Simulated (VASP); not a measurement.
# C (P6_3/mmc) in VASP: notebook, part 2 of 2

VASP 6.6.1. Earlier steps stand in the parts before.

### 4 Relaxation of cell and atoms, optB88-vdW

The COD entry that gives the cell may itself be a prediction, so a difference from it is no test against experiment.

INCAR

```
SYSTEM = C
  AGGAC = 0.0
  ALGO = Normal
  EDIFF = 1E-6
  EDIFFG = -0.005
  ENCUT = 600
  GGA = BO
  IBRION = 2
  ISIF = 3
  ISMEAR = -1
  LASPH = .TRUE.
  LCHARG = .FALSE.
  LREAL = .FALSE.
  LUSE_VDW = .TRUE.
  LWAVE = .FALSE.
  NELM = 60
  NSW = 40
  PARAM1 = 0.1833333333
  PARAM2 = 0.22
  PREC = Accurate
  SIGMA = 0.05
```

KPOINTS

```
k-points
0
G
  12 12 4
  0 0 0
```

POSCAR

```
C
1.0
    2.5221000000      0.0000000000      0.0000000000
   -1.2610500000      2.1842026709      0.0000000000
    0.0000000000      0.0000000000      8.2371000000
C
8
Direct
    0.6666666667      0.3333333333      0.8437500000
    0.3333333333      0.6666666667      0.3437500000
    0.6666666667      0.3333333333      0.6562500000
    0.3333333333      0.6666666667      0.1562500000
    0.0000000000      0.0000000000      0.9062500000
    0.0000000000      0.0000000000      0.4062500000
    0.0000000000      0.0000000000      0.5937500000
    0.0000000000      0.0000000000      0.0937500000
```

Potentials or basis: VASP PAW PBE potentials, release 64 (C).

On the command line:

```bash
> cat potpaw_PBE.64/C/POTCAR > POTCAR
> mpirun -np 1 vasp_std > vasp.out
```

OUTCAR:

```text
SYSTEM = C
   EDIFF = 1E-6
   EDIFFG = -0.005
   ENCUT = 600
   GGA = BO
   IBRION = 2
   ISIF = 3
   ISMEAR = -1
   LASPH = .TRUE.
   LREAL = .FALSE.
   NELM = 60
   NSW = 40
   PREC = Accurate

 ion  position               nearest neighbor table
   1  0.667  0.333  0.844-   3 1.54   5 1.54   5 1.54   5 1.54
   2  0.333  0.667  0.344-   4 1.54   6 1.54   6 1.54   6 1.54
   3  0.667  0.333  0.656-   1 1.54   7 1.54   7 1.54   7 1.54
   4  0.333  0.667  0.156-   2 1.54   8 1.54   8 1.54   8 1.54
   5  0.000  0.000  0.906-   8 1.54   1 1.54   1 1.54   1 1.54
   6  0.000  0.000  0.406-   7 1.54   2 1.54   2 1.54   2 1.54
   7  0.000  0.000  0.594-   6 1.54   3 1.54   3 1.54   3 1.54
   8  0.000  0.000  0.094-   5 1.54   4 1.54   4 1.54   4 1.54

  LATTYP: Found a hexagonal cell.
 ALAT       =     2.5221000000
 C/A-ratio  =     3.2659688355

  Lattice vectors:

 A1 = (   2.5221000000,   0.0000000000,   0.0000000000)
 A2 = (  -1.2610500000,   2.1842026709,   0.0000000000)
 A3 = (   0.0000000000,   0.0000000000,   8.2371000000)

Analysis of symmetry for initial positions (statically):
=====================================================================
 Subroutine PRICEL returns:
 Original cell was already a primitive cell.

 Routine SETGRP: Setting up the symmetry group for a
 hexagonal supercell.

 Subroutine GETGRP returns: Found 24 space group operations
 (whereof 12 operations were pure point group operations)
 out of a pool of 24 trial point group operations.

The static configuration has the point symmetry D_3d.
 The point group associated with its full space group is D_6h.

Analysis of symmetry for dynamics (positions and initial velocities):
=====================================================================
 Subroutine PRICEL returns:
 Original cell was already a primitive cell.
[... 144 lines left out ...]
  Thomas-Fermi vector in A             =   2.574017
   LORBIT       =      0    0 simple, 1 ext, 2 COOP (PROOUT), +10 PAW based schemes
   GGA     = BO    functional components
   LHFCALC =     F    Hartree Fock is set to
   AEXX    =    0.0000 exact exchange contribution
   IVDW_NL    =     1    kernel type
   BPARAM     = 6.3000
   IVDW    =     0    specifies the selected vdW correction
   LEPSILON=     F    determine dielectric tensor
   LRPA    =     F    only Hartree local field effects (RPA)
 conjugate gradient relaxation of ions
 non-spin polarized calculation
  energy-cutoff  :      600.00
  volume of cell :       45.38
 maximum number of plane-waves:      1534
   NGX = 11   NGY = 11   NGZ = 33

--------------------------------------- Ionic step        1  -------------------------------------------

 number of electron      31.9999998 magnetization

 Free energy of the ion-electron system (eV)
  ---------------------------------------------------
  ext. energy  EPLUGINS =         0.00000000
  ---------------------------------------------------
  free energy    TOTEN  =       -63.35735116 eV

  energy without entropy =      -63.35735116  energy(sigma->0) =      -63.35735116

------------------------ aborting loop because EDIFF is reached ----------------------------------------

  FORCE on cell =-STRESS in cart. coord.  units (eV):
  Direction    XX          YY          ZZ          XY          YZ          ZX
  --------------------------------------------------------------------------------------
  -------------------------------------------------------------------------------------
  Total       -0.2277980     -0.2277980      3.3411077      0.0000000      0.0000000      0.0000000
  in kB       -8.0432363     -8.0432363    117.9699740      0.0000000      0.0000000      0.0000000
  external PRESSURE =      33.9611671 kB  Pullay stress =       0.0000000 kB
[... 339 lines left out ...]
--------------------------------------- Ionic step        9  -------------------------------------------

 number of electron      31.9999998 magnetization

 Free energy of the ion-electron system (eV)
  ---------------------------------------------------
  ext. energy  EPLUGINS =         0.00000000
  ---------------------------------------------------
  free energy    TOTEN  =       -63.38100104 eV

  energy without entropy =      -63.38100104  energy(sigma->0) =      -63.38100104

 E-fermi :  10.4934     XC(G=0): -13.1576

 val. band max:        9.5612841501   @ k =   0.0000   0.0000   0.0000
 cond. band min:      14.2780793878   @ k =   0.4167   0.0000   0.0000
 fundamental gap:      4.7167952377
 Fermi energy:        10.4933788787

 k-point     1 :       0.0000    0.0000    0.0000
  band No.  band energies     occupation
      1     -11.7673      2.00000
      2     -10.1440      2.00000
      3     -10.0378      2.00000
      4      -6.1820      2.00000
      5      -3.7017      2.00000
      6       2.8486      2.00000
[... 565 lines left out ...]
     20      17.1590      0.00000
     21      17.7230      0.00000

 [... further k-points ...]

------------------------ aborting loop because EDIFF is reached ----------------------------------------

  FORCE on cell =-STRESS in cart. coord.  units (eV):
  Direction    XX          YY          ZZ          XY          YZ          ZX
  --------------------------------------------------------------------------------------
  -------------------------------------------------------------------------------------
  Total       -0.0016131     -0.0016131      0.0009243      0.0000000     -0.0000000      0.0000000
  in kB       -0.0565259     -0.0565259      0.0323867      0.0000000     -0.0000000      0.0000000
  external PRESSURE =      -0.0268884 kB  Pullay stress =       0.0000000 kB
[... 27 lines left out ...]
  energy  without entropy=      -63.3810010429  energy(sigma->0) =      -63.38100104

Total vdW correction in eV:      2.8764592

 reached required accuracy - stopping structural energy minimisation
```

OSZICAR:

```text
N       E                     dE             d eps       ncg     rms          rms(c)
DAV:   1     0.108521678174E+03    0.10852E+03   -0.18806E+04  2394   0.166E+03
DAV:   2    -0.605403512582E+02   -0.16906E+03   -0.15810E+03  3337   0.277E+02
DAV:   3    -0.660980692357E+02   -0.55577E+01   -0.55210E+01  2980   0.499E+01
[... 53 lines left out ...]
DAV:   3    -0.633809927567E+02    0.31645E-06   -0.40304E-07  1872   0.539E-03
   8 F= -.63380993E+02 E0= -.63380993E+02  d E =0.424937E-05
       N       E                     dE             d eps       ncg     rms          rms(c)
DAV:   1    -0.633810009356E+02   -0.78624E-05   -0.42036E-04  2654   0.159E-01    0.393E-03
DAV:   2    -0.633810010429E+02   -0.10736E-06   -0.33121E-06  2762   0.130E-02
   9 F= -.63381001E+02 E0= -.63381001E+02  d E =-.403687E-05
```

CONTCAR:

```text
C
   1.00000000000000
     2.5200616877259652    0.0000000000000000    0.0000000000000000
    -1.2600308438629826    2.1824374406898031   -0.0000000000000000
     0.0000000000000000   -0.0000000000000000    8.3134555612665526
  C
     8
Direct
     0.6666666667000030    0.3333333332999970    0.8444802882490401
     0.3333333332999970    0.6666666667000030    0.3444802882490399
     0.6666666667000030    0.3333333332999970    0.6555197117509599
     0.3333333332999970    0.6666666667000030    0.1555197117509600
     0.0000000000000000    0.0000000000000000    0.9070531675352711
     0.0000000000000000    0.0000000000000000    0.4070531675352710
     0.0000000000000000    1.0000000000000000    0.5929468324647289
     0.0000000000000000    1.0000000000000000    0.0929468324647289

  0.00000000E+00  0.00000000E+00  0.00000000E+00
  0.00000000E+00  0.00000000E+00  0.00000000E+00
  0.00000000E+00  0.00000000E+00  0.00000000E+00
  0.00000000E+00  0.00000000E+00  0.00000000E+00
  0.00000000E+00  0.00000000E+00  0.00000000E+00
  0.00000000E+00  0.00000000E+00  0.00000000E+00
  0.00000000E+00  0.00000000E+00  0.00000000E+00
  0.00000000E+00  0.00000000E+00  0.00000000E+00
```

It took 9.8 min on 1 thread of Intel Xeon Platinum 8375C at 2.90GHz (Ice Lake), shared host; peak memory 0.38 GiB.

Results:

| Quantity | Value |
| --- | --- |
| Free energy | -63.3810 eV |
| Relaxed volume | 5.72 Å³/atom |
| Relaxed cell | a = 2.520 Å, b = 2.520 Å, c = 8.313 Å, α = 90.00°, β = 90.00°, γ = 120.00° |
| Space group after relaxing (to 0.05 Å) | P6_3/mmc (No. 194) |
| Energy gained by relaxing | 3.0 meV/atom |
| Ionic steps | 9 |
| Pressure after relaxing | 0.0 GPa |
| Band gap on the k mesh | 4.72 eV, indirect (least direct gap 5.39 eV) |

The path:
| step | energy change (eV) | largest force (eV/Å) | pressure (GPa) | volume (Å³) |
| --- | --- | --- | --- | --- |
| 1 | 0.0000 | 0.3465 | 3.40 | 45.38 |
| 2 | 0.0132 | 0.5162 | -3.77 | 46.16 |
| 3 | -0.0235 | 0.0450 | 0.04 | 45.72 |
| 4 | -0.0235 | 0.0374 | 0.10 | 45.71 |
| 5 | -0.0235 | 0.0526 | -0.09 | 45.73 |
| 6 | -0.0236 | 0.0093 | 0.00 | 45.72 |
| 7 | -0.0236 | 0.0082 | 0.00 | 45.72 |
| 8 | -0.0236 | 0.0127 | -0.01 | 45.72 |
| 9 | -0.0236 | 0.0009 | 0.00 | 45.72 |

Final structure:
```
C
1.0
     2.52006    0.00000    0.00000
    -1.26003    2.18244    0.00000
     0.00000    0.00000    8.31346
C
8
Direct
  0.66667 0.33333 0.84448
  0.33333 0.66667 0.34448
  0.66667 0.33333 0.65552
  0.33333 0.66667 0.15552
  0.00000 0.00000 0.90705
  0.00000 0.00000 0.40705
  0.00000 0.00000 0.59295
  0.00000 0.00000 0.09295
```

Caveat: the PAW data sets were made with another functional, which shifts forces and pressure a little. Zero-point motion and thermal expansion aren't in these numbers.

### 5 Relaxation of cell and atoms, BEEF-vdW

INCAR

```
  PREC = Accurate
  ENCUT = 600
  EDIFF = 1E-7
  ISMEAR = -1
  SIGMA = 0.05
  LREAL = F
  LASPH = T
  NELM = 80
  ALGO = Fast
  ISIF = 3
  LWAVE = F
  LCHARG = F
  GGA = BF
  LUSE_VDW = T
  ZAB_VDW = -1.8867
  IBRION = 2
  NSW = 60
  EDIFFG = -0.02
```

KPOINTS

```
regular mesh
0
Gamma
  12 12 4
```

POSCAR is that of step 4.

On the command line:

```bash
> cat potpaw_PBE.64/C/POTCAR > POTCAR
> mpirun -np 1 vasp_std > vasp.out
```

Wall time 7.7 min (1 thread of Intel Xeon Platinum 8375C at 2.90GHz (Ice Lake), shared host); peak memory 0.37 GiB.

It converged, with:

```
Free energy                            : -62.4482 eV
Relaxed volume                         : 5.69 Å³/atom
Relaxed cell                           : a = 2.517 Å, b = 2.517 Å, c = 8.301 Å, α = 90.00°, β = 90.00°, γ = 120.00°
Space group after relaxing (to 0.05 Å) : P6_3/mmc (No. 194)
Energy gained by relaxing              : 2.5 meV/atom
Ionic steps                            : 6
Pressure after relaxing                : 0.0 GPa
Largest force after relaxing           : 0.005 eV/Å
Band gap on the k mesh                 : 4.70 eV, indirect (least direct gap 5.37 eV)
```

Forces in eV/Å, atoms in the order of the input:
```
C    0.000  0.000  0.001
C    0.000  0.000  0.001
C    0.000  0.000 -0.001
C    0.000  0.000 -0.001
C    0.000  0.000  0.005
C    0.000  0.000  0.005
C    0.000  0.000 -0.005
C    0.000  0.000 -0.005
```

Stress tensor (GPa, compression positive):
```
-0.03  0.00  0.00
 0.00 -0.03  0.00
 0.00  0.00  0.06
```

Step by step:
```tsv
step	energy change (eV)	largest force (eV/Å)	pressure (GPa)	volume (Å³)
1	0.0000	0.3319	1.80	45.38
2	0.0124	0.4859	-1.89	45.79
3	-0.0198	0.0364	0.02	45.56
4	-0.0198	0.0303	0.06	45.55
5	-0.0198	0.0316	-0.06	45.56
6	-0.0199	0.0048	0.00	45.56
```

Final structure:
```
C
1.0
     2.51732    0.00000    0.00000
    -1.25866    2.18007    0.00000
     0.00000    0.00000    8.30139
C
8
Direct
  0.66667 0.33333 0.84445
  0.33333 0.66667 0.34445
  0.66667 0.33333 0.65555
  0.33333 0.66667 0.15555
  0.00000 0.00000 0.90702
  0.00000 0.00000 0.40702
  0.00000 0.00000 0.59298
  0.00000 0.00000 0.09298
```

Levels at points of the mesh, in eV from the valence-band top:
| k point | band 14 | band 15 | band 16 | band 17 | band 18 | band 19 |
| --- | --- | --- | --- | --- | --- | --- |
| (0.00, 0.00, 0.00) | -0.21 | 0.00 | 0.00 | 5.37 | 5.37 | 5.54 |
| (0.50, 0.00, 0.00) | -4.64 | -3.63 | -2.94 | 4.79 | 5.73 | 6.15 |
| (0.00, 0.00, 0.50) | -0.64 | -0.64 | -0.64 | 6.14 | 6.14 | 6.14 |
| (0.50, 0.00, 0.50) | -4.67 | -3.63 | -3.63 | 5.12 | 5.12 | 7.17 |

Caveat: the PAW data sets were made with another functional, which shifts forces and pressure a little.

### 6 Relaxation of cell and atoms, optPBE-vdW

INCAR

```
PREC = Accurate ; ENCUT = 600
EDIFF = 1E-6 ; ISMEAR = -1
SIGMA = 0.05 ; LREAL = False
LASPH = True ; NELM = 100
ALGO = Normal ; ISIF = 3
LWAVE = False ; LCHARG = False
GGA = OR ; LUSE_VDW = True
AGGAC = 0.0 ; IBRION = 2
NSW = 60 ; EDIFFG = -0.01
```

KPOINTS is that of step 5.

POSCAR is that of step 5.

Potentials or basis: VASP PAW PBE potentials, release 64 (C).

On the command line:

```bash
> cat potpaw_PBE.64/C/POTCAR > POTCAR
> mpirun -np 1 vasp_std > vasp.out
```

Run time: 8 min. Hardware: 1 thread of Intel Xeon Platinum 8375C at 2.90GHz (Ice Lake), shared host; peak memory 0.38 GiB.

The run converged. Its results:

| Quantity | Value |
| --- | --- |
| Free energy | -61.9807 eV |
| Relaxed volume | 5.75 Å³/atom |
| Relaxed cell | a = 2.526 Å, b = 2.526 Å, c = 8.331 Å, α = 90.00°, β = 90.00°, γ = 120.00° |
| Space group after relaxing (to 0.05 Å) | P6_3/mmc (No. 194) |
| Energy gained by relaxing | 4.1 meV/atom |
| Ionic steps | 6 |
| Pressure after relaxing | 0.0 GPa |
| Largest force after relaxing | 0.008 eV/Å |
| Band gap on the k mesh | 4.68 eV, indirect (least direct gap 5.36 eV) |

Forces in eV/Å, atoms in the order of the input:
```
C    0.000  0.000 -0.005
C    0.000  0.000 -0.005
C    0.000  0.000  0.005
C    0.000  0.000  0.005
C    0.000  0.000  0.008
C    0.000  0.000  0.008
C    0.000  0.000 -0.008
C    0.000  0.000 -0.008
```

Stress tensor (GPa, compression positive):
```
-0.03  0.00  0.00
 0.00 -0.03  0.00
 0.00  0.00  0.10
```

Step by step:
| step | energy change (eV) | largest force (eV/Å) | pressure (GPa) | volume (Å³) |
| --- | --- | --- | --- | --- |
| 1 | 0.0000 | 0.3443 | 6.38 | 45.38 |
| 2 | 0.0167 | 0.5063 | -7.01 | 46.87 |
| 3 | -0.0324 | 0.0506 | 0.11 | 46.03 |
| 4 | -0.0324 | 0.0431 | 0.23 | 46.02 |
| 5 | -0.0324 | 0.0583 | -0.20 | 46.06 |
| 6 | -0.0326 | 0.0084 | 0.01 | 46.04 |

Final structure:
```cif
data_structure
_symmetry_space_group_name_H-M 'P 1'
_symmetry_Int_Tables_number 1
_cell_length_a 2.5260
_cell_length_b 2.5260
_cell_length_c 8.3315
_cell_angle_alpha 90.000
_cell_angle_beta 90.000
_cell_angle_gamma 120.000
_cell_volume 46.04
loop_
_atom_site_label
_atom_site_type_symbol
_atom_site_fract_x
_atom_site_fract_y
_atom_site_fract_z
_atom_site_occupancy
C1 C 0.66667 0.33333 0.84449 1
C2 C 0.33333 0.66667 0.34448 1
C3 C 0.66667 0.33333 0.65551 1
C4 C 0.33333 0.66667 0.15551 1
C5 C 0.00000 0.00000 0.90703 1
C6 C 0.00000 0.00000 0.40703 1
C7 C 0.00000 0.00000 0.59297 1
C8 C 0.00000 0.00000 0.09297 1
```

Levels at points of the mesh, in eV from the valence-band top:
```csv
k point,band 12,band 13,band 14,band 15,band 16,band 17,band 18,band 19,band 20,band 21
"(0.00, 0.00, 0.00)",-1.68,-1.68,-0.21,0.00,0.00,5.36,5.36,5.51,7.15,7.15
"(0.50, 0.00, 0.00)",-4.90,-4.81,-4.57,-3.57,-2.90,4.76,5.70,6.12,6.17,6.72
"(0.00, 0.00, 0.50)",-2.55,-0.63,-0.63,-0.63,-0.63,6.11,6.11,6.11,6.11,6.71
"(0.50, 0.00, 0.50)",-5.85,-4.60,-4.60,-3.57,-3.57,5.10,5.10,7.10,7.10,7.64
```

Caveat: the PAW data sets were made with another functional, which shifts forces and pressure a little. A k mesh can miss the band edges.

### 7 Overview

```csv
task,level,cell,cutoff (eV),smearing,gap on the mesh (eV),pressure (GPa),relaxed volume (Å³/atom),largest force (eV/Å)
single point,PBE,as given,520,gaussian 0.013 eV,4.41,2.9,-,0.33
relaxation of cell and atoms,vdW-DF-cx,relaxed,600,fermi-dirac 0.05 eV,4.49,0.0,5.68,0.01
relaxation of cell and atoms,optB88-vdW,relaxed,600,fermi-dirac 0.05 eV,4.72,0.0,5.72,-
relaxation of cell and atoms,BEEF-vdW,relaxed,600,fermi-dirac 0.05 eV,4.70,0.0,5.69,-
relaxation of cell and atoms,optPBE-vdW,relaxed,600,fermi-dirac 0.05 eV,4.68,0.0,5.75,0.01
```

Alike in all rows: potentials or basis VASP PAW PBE potentials, release 64 (C); no spin polarisation; k mesh 12 × 12 × 4.

Caveats: the PAW data sets were made with another functional, which shifts forces and pressure a little (some runs).

Total energies depend on the potentials used, so only differences within one code and one set of settings carry meaning.
